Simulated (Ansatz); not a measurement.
# Pd: energy change per atom and pressure as volume scale varies

Results calculated with Ansatz 0.2.0, not measured. Plane-wave DFT, scalar-relativistic PAW made under PBE with cores redone for the functional, no dispersion; the given relaxed cell is scaled uniformly, energy at zero smearing counts from the unscaled cell, pressure at the given Fermi-Dirac smearing is positive in compression.

The cell before it is scaled or strained (space group Pm-3m, No. 221):
```
CELL_PARAMETERS angstrom
2.64350 0.00000 0.00000
0.00000 2.64350 0.00000
0.00000 0.00000 2.64350
ATOMIC_POSITIONS crystal
Pd 0.00000 0.00000 0.00000
```

Settings of every row: spin polarised yes; functional RPBE; wave cutoff 420 eV; smearing width 0.05 eV; k mesh 13x13x13.

Atom:
```
element  starting moment (Bohr magneton)
     Pd                              0.5
```

Limits: search for a lower magnetic state is off; the cell comes from a prototype or a list of computed structures and needn't be the stable phase.

```
row  volume scale  V (Å³/atom)  energy change per atom (meV)  pressure (GPa)
  1          0.88       16.256                        111.18           18.78
  2          0.92       16.995                             ?               ?
  3          0.96       17.734                          9.51            4.62
  4          1.04       19.212                          9.79           -3.82
  5          1.08       19.951                         34.42           -6.62
  6          1.12        20.69                         70.27           -8.72
```

Largest site moment is 0 Bohr magneton in every row.

Question: what energy change per atom and pressure should row 2 give?

Worked fit of energy change per atom. Take u = (V_r/V)^(2/3) − 1 with V_r = 19.212 Å³ an atom, which is twice the finite (Eulerian) strain; such expansions in the strain, on which the Birch-Murnaghan equation of state is built, carry the rest volume and the bulk modulus. The shown rows have u = 0.11782, 0.05482, 0, -0.02485, -0.04821. Least squares give energy change per atom = 8.64 − 671.973 × u + 13056.17 × u² meV; a straight line predicts inner rows, each left out in turn, worse (root mean square 44 against 2.6 meV). The rows lie off it by 0.47, -1.53, 1.15, 1.02, -1.11 (root mean square 1.1 meV). The withheld row has u = 0.08518, so the fit gives 8.64 − 671.973 × (0.08518) + 13056.17 × (0.08518)² = 46.13 meV.

The calculation gave 44.08 meV. The fit lies 2.05 meV (4.7 % of the value, 2 % of the column's range) above it; its largest miss of a shown row is 1.53 meV.

Worked fit of pressure. Take u = (V_r/V)^(2/3) − 1 with V_r = 19.212 Å³ an atom, which is twice the finite (Eulerian) strain; such expansions in the strain, on which the Birch-Murnaghan equation of state is built, carry the rest volume and the bulk modulus. The shown rows have u = 0.11782, 0.05482, 0, -0.02485, -0.04821. Least squares give pressure = −3.888 + 126.018 × u + 561.48 × u² GPa; a straight line predicts inner rows, each left out in turn, worse (root mean square 1.9 against 0.15 GPa). The rows lie off it by 0.03, -0.09, 0.07, 0.05, -0.06 (root mean square 0.063 GPa). The withheld row has u = 0.08518, so the fit gives −3.888 + 126.018 × (0.08518) + 561.48 × (0.08518)² = 10.92 GPa.

The calculation gave 10.8 GPa. The fit lies 0.12 GPa (1.1 % of the value, 0.44 % of the column's range) above it; its largest miss of a shown row is 0.09 GPa.
